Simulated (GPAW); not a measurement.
# MoS2 (P-3m1) in GPAW: equation of state

Aim: energy against volume of MoS2 in PBEsol, for its equilibrium volume and stiffness.

Everything below comes from runs of GPAW 26.7.0. Logs are shortened: lines on timing, memory, paths and dates and some standing lists are left out, and cuts for length are marked. The log counts tension as positive stress, the text compression.

## Step 1: The structure

The structure is trigonal, space group P-3m1 (No. 164). Conventional cell: a = 3.227 Å, b = 3.227 Å, c = 6.312 Å, α = 90.00°, β = 90.00°, γ = 120.00°. Around Mo (site symmetry -3m) lie 6 S at 2.42 Å. Around S (site symmetry 3m) lie 3 Mo at 2.42 Å.

Measurements of this composition are mostly on another form, of space group No. 194.

## Step 2: Equation of state, PBEsol

Input file run.py:

```python
from ase import Atoms
from ase.eos import EquationOfState
from ase.io import Trajectory
from ase.units import GPa
from gpaw import GPAW, PW, setup_paths

setup_paths.insert(0, '.')

atoms = Atoms(['Mo', 'S', 'S'],
              cell=[[3.2274645616, 0.0, 0.0],
                    [-1.6137322808, 2.7950663001, 0.0],
                    [0.0, 0.0, 6.31247342]],
              scaled_positions=[[0.0, 0.0, 0.5],
                                [0.6666666667, 0.3333333333, 0.74468068],
                                [0.3333333333, 0.6666666667, 0.25531932]],
              pbc=True)

traj = Trajectory('eos.traj', 'w')
volumes, energies = [], []
for x in [0.94, 0.96, 0.98, 1.0, 1.02, 1.04, 1.06]:
    a = atoms.copy()
    a.set_cell(atoms.cell * x**(1 / 3), scale_atoms=True)
    calc = GPAW(mode=PW(600),
                xc='PBEsol',
                kpts={'size': (9, 9, 4), 'gamma': True},
                occupations={'name': 'fermi-dirac', 'width': 0.05},
                nbands=25,
                convergence={'density': 1e-05, 'energy': 1e-05},
                maxiter=150,
                txt=f'eos-{x:.2f}.txt')
    a.calc = calc
    energies.append(a.get_potential_energy(force_consistent=True))
    volumes.append(a.get_volume())
    p = -a.get_stress()[:3].mean() / GPa
    calc.write(f'eos-{x:.2f}.gpw')
    traj.write(a)
    print(f'{x:.2f} {volumes[-1]:10.4f} A^3 {energies[-1]:14.6f} eV {p:9.3f} GPa', flush=True)

v0, e0, B = EquationOfState(volumes, energies, eos='birchmurnaghan').fit()
print(f'V0 = {v0:.4f} A^3, E0 = {e0:.6f} eV, B0 = {B / GPa:.2f} GPa')
```

Potentials or basis: PAW data sets generated in the run's folder for this functional, pw.

Launch:

```sh
$ gpaw-setup -f PBEsol Mo S
$ OMP_NUM_THREADS=1 python run.py
```

Log:

```text
__  _  _
 | _ |_)|_||  |
 |__||  | ||/\| - 26.7.0

Input parameters:
  mode=PW(ecut=600.0),
  convergence={'density': 1e-05, 'energy': 1e-05},
  kpts=MonkhorstPack(size=(9, 9, 4), gamma=True),
  maxiter=150,
  nbands=25,
  occupations=Occupations(name='fermi-dirac', width=0.05),
  xc=XC(name='PBEsol')

Diagonalizing LCAO Hamiltonian
Converting LCAO to pw mode

            S

       Mo
         S

Atoms  # Å, Bohr magnetons
|   | symbol |         x |        y |        z |    initial magnetic moments |
|---|--------|-----------|----------|----------|-----------------------------|
| 0 |     Mo |  0.000000 | 0.000000 | 3.091806 | ( 0.0000,  0.0000,  0.0000) |
| 1 |      S |  1.580790 | 0.912669 | 4.604816 | ( 0.0000,  0.0000,  0.0000) |
| 2 |      S | -0.000000 | 1.825339 | 1.578795 | ( 0.0000,  0.0000,  0.0000) |

Unit cell  # Å
| periodic |         x |        y |        z |  lengths |     angles |
|----------|-----------|----------|----------|----------|------------|
|      yes |  3.161579 | 0.000000 | 0.000000 | 3.161579 |  90.000000 |
|      yes | -1.580790 | 2.738008 | 0.000000 | 3.161579 |  90.000000 |
|      yes |  0.000000 | 0.000000 | 6.183611 | 6.183611 | 120.000000 |

Number of symmetries: 12
Symmetry operations  # r_c * U_cc + t_c -> r_c
|    | kind |            matrix            |
|----|------|------------------------------|
|  0 |  σ   |  1, 1, 0,  0,-1, 0,  0, 0, 1 |
|  1 |  S6  |  1, 1, 0, -1, 0, 0,  0, 0,-1 |
|  2 |  E   |  1, 0, 0,  0, 1, 0,  0, 0, 1 |
|  3 |  C2  |  1, 0, 0, -1,-1, 0,  0, 0,-1 |
|  4 |  C2  |  0, 1, 0,  1, 0, 0,  0, 0,-1 |
|  5 |  C3  |  0, 1, 0, -1,-1, 0,  0, 0, 1 |
|  6 |  S6  |  0,-1, 0,  1, 1, 0,  0, 0,-1 |
|  7 |  σ   |  0,-1, 0, -1, 0, 0,  0, 0, 1 |
|  8 |  σ   | -1, 0, 0,  1, 1, 0,  0, 0, 1 |
|  9 |  i   | -1, 0, 0,  0,-1, 0,  0, 0,-1 |
| 10 |  C3  | -1,-1, 0,  1, 0, 0,  0, 0, 1 |
| 11 |  C2  | -1,-1, 0,  0, 1, 0,  0, 0,-1 |

BZ-sampling:
  Number of BZ points: 324
  Number of IBZ points: 43

  Monkhorst-Pack size: [9, 9, 4]
  Monkhorst-Pack shift: [0.0, 0.0, 0.125]

K-points  # in reciprocal-cell coordinates
|     |                                coordinates |     weight |
|-----|--------------------------------------------|------------|
|   0 | (  0.00000000,   0.00000000,   0.00000000) | 0.00308642 |
|   1 | (  0.00000000,   0.00000000,   0.25000000) | 0.00617284 |
|   2 | (  0.00000000,   0.00000000,   0.50000000) | 0.00308642 |
|   3 | (  0.11111111,   0.00000000,  -0.25000000) | 0.01851852 |
|   4 | (  0.11111111,   0.00000000,   0.00000000) | 0.01851852 |
|   5 | (  0.11111111,   0.00000000,   0.25000000) | 0.01851852 |
|   6 | (  0.11111111,   0.00000000,   0.50000000) | 0.01851852 |
|   7 | (  0.22222222,  -0.11111111,   0.00000000) | 0.01851852 |
|   8 | (  0.22222222,  -0.11111111,   0.25000000) | 0.03703704 |
|   9 | (  0.22222222,  -0.11111111,   0.50000000) | 0.01851852 |
| ... |                                            |            |
|  42 | (  0.44444444,   0.44444444,   0.50000000) | 0.01851852 |

Plane wave coefficients: 1801
Cutoff: 600.0 eV

Spin-components: 1 (collinear spins)
Bands:           25
Projectors:      16
Spin-degeneracy: 2
Datatype:        complex128

Parallelization:
  kpt:    1
  domain: 1
  band:   1

Density:
  Valence electrons: 26.0
  Components: 1
  Grid points: [18 18 35]
  Charge: 0.0  # |e|

Potential:
  Grid points: [18 18 35]

species:
  Mo:
    name:    Molybdenum
    Z:       42.0
    valence: 14
    core:    28
    charge:  0.0  # [|e|]
    compensation charges:
      type: gauss
      rc: 0.38  # [Å]
      lmax: 2
    cutoffs:
      filter: 2.16  # [Å]
      core: 1.42  # [Å]
    projectors
    | kind |    occ | energy [eV] | rcut [Å] |
    |------|--------|-------------|----------|
    |   4s |  2.000 |     -64.262 |    1.238 |
    |   5s |  1.000 |      -4.116 |    1.238 |
    |   4p |  6.000 |     -38.461 |    1.296 |
    |   5p |  0.000 |      -1.012 |    1.296 |
    |   4d |  5.000 |      -3.770 |    1.296 |
    |    d |        |      23.442 |    1.296 |

    Using partial waves for Mo as LCAO basis

  S:
    name:    Sulfur
    Z:       16.0
    valence: 6
    core:    10
    charge:  0.0  # [|e|]
    compensation charges:
      type: gauss
      rc: 0.24  # [Å]
      lmax: 2
    cutoffs:
      filter: 1.77  # [Å]
      core: 1.66  # [Å]
    projectors
    | kind |    occ | energy [eV] | rcut [Å] |
    |------|--------|-------------|----------|
    |   3s |  2.000 |     -17.192 |    0.974 |
    |   3p |  4.000 |      -6.978 |    0.979 |
    |    s |        |      10.020 |    0.974 |
    |    p |        |      20.234 |    0.979 |
    |    d |        |       0.000 |    0.900 |

    Using partial waves for S as LCAO basis

Reference energy: -131755.109894  # eV

eigensolver:
  PPCG
  Converge bands: occupied
  niter=2

density mixing:
  MSR1-Mixer
  Pratt-step length: 0.05
  Maximum mixing coefficient: 0.75
  Old densities: 10
  SVD Regularization: 0.005
  Good broyden scale: 1.0
  Trust region scale: 1.0
  Backstep threshold: 4.0
  History deletion threshold: 6.0
  Fourier metric: weight=20.0, sigma=0.015

occupation numbers:
  Fermi-Dirac:
    width: 0.0500  # eV

poisson solver:
  ecut: 4800.0  # eV

xc functional:
  name: PBEsol with 2 nearest neighbor stencil

convergence criteria:
- Maximum integral of absolute [dens]ity change: 1e-05 electrons / valence electron
- Maximum [total energy] change in last 3 cyles: 1e-05 eV / valence electron
- Maximum integral of absolute [eigenst]ate change: 4e-08 eV^2 / valence electron
maximum number of iterations: 150

SCF iterations
|iter     | |      energy | eigst |  dens |
|---------|-|-------------|-------|-------|
|iter:   1| |  -24.466504 | +0.42 |       |
|iter:   2| |  -23.922455 | -1.51 | -0.99 |
|iter:   3| |  -22.870005 | -1.26 | -1.06 |
|iter:   4| |  -22.837463 | -2.42 | -1.52 |
|iter:   5| |  -22.835671 | -3.12 | -1.83 |
|iter:   6| |  -22.832212 | -3.99 | -2.20 |
|iter:   7| |  -22.832184 | -4.81 | -2.87 |
|iter:   8| |  -22.832170c| -6.03 | -3.43 |
|iter:   9| |  -22.832171c| -7.56c| -4.21 |
|iter:  10| |  -22.832171c| -7.99c| -4.85 |
|iter:  11| |  -22.832171c| -8.67c| -5.69c|

Converged in 11 steps
Energy contributions relative to reference atoms: (reference = -131755.109894)

Energy contributions:
  Kinetic:           5.098839
  Coulomb:          -9.446042
  Zero:             -0.151865
  External:          0.000000
  Xc:              -18.329176
  Entropy:          -0.007853
  Spinorbit:         0.000000
  ----------------------------
  Free energy:     -22.836097
  Extrapolated:    -22.832171

dipole moment: (-5.923771, -10.260272, 0.000002)  # |e|*Ang

Fermi level: 8.287
Eigenvalues  # (at kpt = [0.000, 0.000, 0.000])
| band index |      eig [eV] | occ [0-2] |
|------------|---------------|-----------|
|          0 |       -53.420 |     2.000 |
|        ... |               |           |
|          7 |         4.013 |     2.000 |
|          8 |         4.013 |     2.000 |
|          9 |         6.413 |     2.000 |
|         10 |         7.056 |     2.000 |
|         11 |         7.222 |     2.000 |
|         12 |         7.222 |     2.000 |
[... 8 lines left out ...]
|         21 |        18.555 |     0.000 |
|         22 |        21.176 |     0.000 |
|        ... |               |           |
|         24 |        21.690 |     0.000 |

No gap
No difference between direct/indirect transitions

Stress tensor  # eV/Ang^3
|         x |         y |         z |
|-----------|-----------|-----------|
| -0.023323 |  0.000000 |  0.000000 |
|  0.000000 | -0.023323 |  0.000000 |
|  0.000000 |  0.000000 | -0.054274 |

# Writing to eos-0.94.gpw (mode='')
```

Wall time 4 min (1 thread of Arm Neoverse V2, shared host); peak memory 0.3 GiB.

Results:

| Item | Value |
| --- | --- |
| Equilibrium volume | 18.50 Å³/atom |
| Bulk modulus at fixed shape and positions | 141 GPa |
| Pressure derivative of the bulk modulus | 4.4 |

Energy against volume, from the lowest point:
```
volume (Å³/atom)  energy (meV/atom)
          17.843              10.59
          18.222               1.58
          18.602               0.00
          18.982               5.07
          19.361              16.08
          19.741              32.44
          20.120              53.54
```

Caveat: the cell was scaled at fixed shape and fractional positions, which overstates the stiffness of a crystal with free parameters, most of all of layers and chains; this functional lacks dispersion, which binds the layers, so the pressure and a relaxed spacing across them are unreliable.
